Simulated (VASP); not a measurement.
**VASP 6.6.1 run: KBr**

INCAR

```
LWAVE = .FALSE.
NBANDS = 15
LASPH = .TRUE.
SIGMA = 0.02
LREAL = .FALSE.
ISMEAR = -1
NSW = 0
ENCUT = 520
IBRION = -1
PREC = Low
LCHARG = .FALSE.
NELM = 83
ISIF = 2
GGA = PE
EDIFF = 1E-7
```

KPOINTS

```
KPOINTS created by Atomic Simulation Environment
0
Gamma
6 6 6
0 0 0
```

POSCAR

```
K  Br
 1.0000000000000000
     0.0000000000000000    3.4540206374000002    3.3024387009999998
     3.4540206374000002    0.0000000000000000    3.3024387009999998
     3.4540206374000002    3.4540206374000002    0.0000000000000000
 K   Br
   1   1
Cartesian
  0.0000000000000000  0.0000000000000000  0.0000000000000000
  3.4540206373999998  3.4540206373999998  3.3024387009999994
```

The recommended PBE PAW datasets give the neutral cell 16 valence electrons.

Command

```
mpirun -np 1 vasp_std
```

OSZICAR

```
N       E                     dE             d eps       ncg     rms          rms(c)
DAV:   1     0.968666445961E+02    0.96867E+02   -0.66599E+03   900   0.918E+02
DAV:   2     0.405406309355E-01   -0.96826E+02   -0.90407E+02  1187   0.223E+02
DAV:   3    -0.614978623465E+01   -0.61903E+01   -0.61624E+01  1208   0.499E+01
DAV:   4    -0.640693505615E+01   -0.25715E+00   -0.25707E+00  1395   0.883E+00
DAV:   5    -0.640931427004E+01   -0.23792E-02   -0.23792E-02  1250   0.961E-01    0.274E+00
DAV:   6    -0.621411950556E+01    0.19519E+00   -0.24496E-01  1152   0.227E+00    0.197E+00
DAV:   7    -0.619936823603E+01    0.14751E-01   -0.11760E-01  1229   0.177E+00    0.953E-01
DAV:   8    -0.620970206109E+01   -0.10334E-01   -0.14097E-02  1040   0.827E-01    0.122E-01
DAV:   9    -0.621053628774E+01   -0.83423E-03   -0.10836E-03  1243   0.200E-01    0.832E-02
DAV:  10    -0.621088421235E+01   -0.34792E-03   -0.38310E-04   949   0.115E-01    0.164E-02
DAV:  11    -0.621089850740E+01   -0.14295E-04   -0.32757E-05  1311   0.301E-02    0.471E-03
DAV:  12    -0.621090234311E+01   -0.38357E-05   -0.46932E-06   970   0.144E-02    0.293E-03
DAV:  13    -0.621090245086E+01   -0.10776E-06   -0.41190E-07  1278   0.343E-03    0.683E-04
DAV:  14    -0.621090252792E+01   -0.77060E-07   -0.10681E-07   971   0.197E-03
   1 F= -.62109025E+01 E0= -.62109025E+01  d E =-.586908E-11
```

Standard output (part)

```
POSCAR found type information on POSCAR K Br
 POSCAR found :  2 types and       2 ions
 LDA part: xc-table for (Slater+PW92), standard interpolation
 POSCAR, INCAR and KPOINTS ok, starting setup
 WAVECAR not read
 entering main loop
```

From OUTCAR

```
k-points           NKPTS =     30   k-points in BZ     NKDIM =     30   number of bands    NBANDS=     15

   NELECT =      16.0000    total number of electrons

   dimension x,y,z NGX =    28 NGY =   28 NGZ =   28
   dimension x,y,z NGXF=    28 NGYF=   28 NGZF=   28

  energy-cutoff  :      520.00
  volume of cell :       78.80
      direct lattice vectors                 reciprocal lattice vectors
     0.000000000  3.454020637  3.302438701    -0.144758834  0.144758834  0.151403264
     3.454020637  0.000000000  3.302438701     0.144758834 -0.144758834  0.151403264
     3.454020637  3.454020637  0.000000000     0.144758834  0.144758834 -0.151403264

 k-points in reciprocal lattice and weights: KPOINTS created by Atomic Simulation Env
   0.00000000  0.00000000  0.00000000       0.005
   0.16666667 -0.00000000  0.00000000       0.037
   0.33333333 -0.00000000  0.00000000       0.037
   0.50000000 -0.00000000  0.00000000       0.019
   0.16666667  0.16666667  0.00000000       0.009
   0.33333333  0.16666667  0.00000000       0.037
   0.50000000  0.16666667  0.00000000       0.037
  -0.33333333  0.16666667  0.00000000       0.037
   ...

 E-fermi :  -1.6448

 k-point     1 :       0.0000    0.0000    0.0000
  band No.  band energies     occupation
      1     -30.0637      2.00000
      2     -14.2723      2.00000
      3     -13.5368      2.00000
      4     -13.5367      2.00000
      5     -13.5317      2.00000
      6      -2.0820      2.00000
      7      -2.0820      2.00000
      8      -2.0766      2.00000
      9       2.1181      0.00000
     10       5.4097      0.00000
     11       5.4097      0.00000
     12       5.6618      0.00000
     13       6.1594      0.00000
     14       6.3625      0.00000
     15       9.2841      0.00000

 k-point     2 :       0.1667   -0.0000    0.0000
  band No.  band energies     occupation
      1     -30.0629      2.00000
      2     -14.3229      2.00000
      3     -13.5387      2.00000
      4     -13.5349      2.00000
      5     -13.4697      2.00000
      6      -2.3915      2.00000
      7      -2.1524      2.00000
      8      -2.1494      2.00000
      9       2.7164      0.00000
     10       5.3261      0.00000
     11       5.7133      0.00000
     12       5.8733      0.00000
     13       6.4580      0.00000
     14       6.6820      0.00000
     15      10.0541      0.00000

 k-point     3 :       0.3333   -0.0000    0.0000
  band No.  band energies     occupation
      1     -30.0612      2.00000
      2     -14.4062      2.00000
      3     -13.5425      2.00000
      4     -13.5359      2.00000
      5     -13.3587      2.00000
      6      -2.8849      2.00000
      7      -2.2857      2.00000
      8      -2.2838      2.00000
      9       3.8301      0.00000
     10       5.4266      0.00000
     11       6.5113      0.00000
     12       6.6369      0.00000
     13       7.2151      0.00000
     14       7.4880      0.00000
     15       8.8566      0.00000

 ...

  Total       -0.3847363     -0.3847363      0.1023942      0.0000000     -0.0000000     -0.0000000
  in kB       -7.8227433     -7.8227433      2.0819553      0.0000000     -0.0000000     -0.0000000
  external PRESSURE =      -4.5211771 kB  Pullay stress =       0.0000000 kB

 POSITION                                       TOTAL-FORCE (eV/Angst)
 -----------------------------------------------------------------------------------
      0.00000      0.00000      0.00000        -0.000000      0.000000     -0.000000
      3.45402      3.45402      3.30244         0.000000     -0.000000      0.000000
 -----------------------------------------------------------------------------------
    total drift:                               -0.000000     -0.000000     -0.000000

  FREE ENERGIE OF THE ION-ELECTRON SYSTEM (eV)
  ---------------------------------------------------
  free  energy   TOTEN  =        -6.2109025279 eV

  energy  without entropy=       -6.2109025279  energy(sigma->0) =       -6.21090253
```

It converged. Results: gap between bands v and c on the k mesh 4.19 eV; least direct gap on the k mesh 4.19 eV; pressure -0.5 GPa. Band v is the last that the valence electrons fill when counted band by band, and c is the next.

For comparison, a separate PBE run of the intended cell, on usual settings and not on those above, gives a gap of 4.19 eV on its mesh and a pressure of -0.4 GPa.

The run above took about 22 s on one core of a shared host (Intel Xeon Platinum 8488C) and held 0.14 GiB at most.
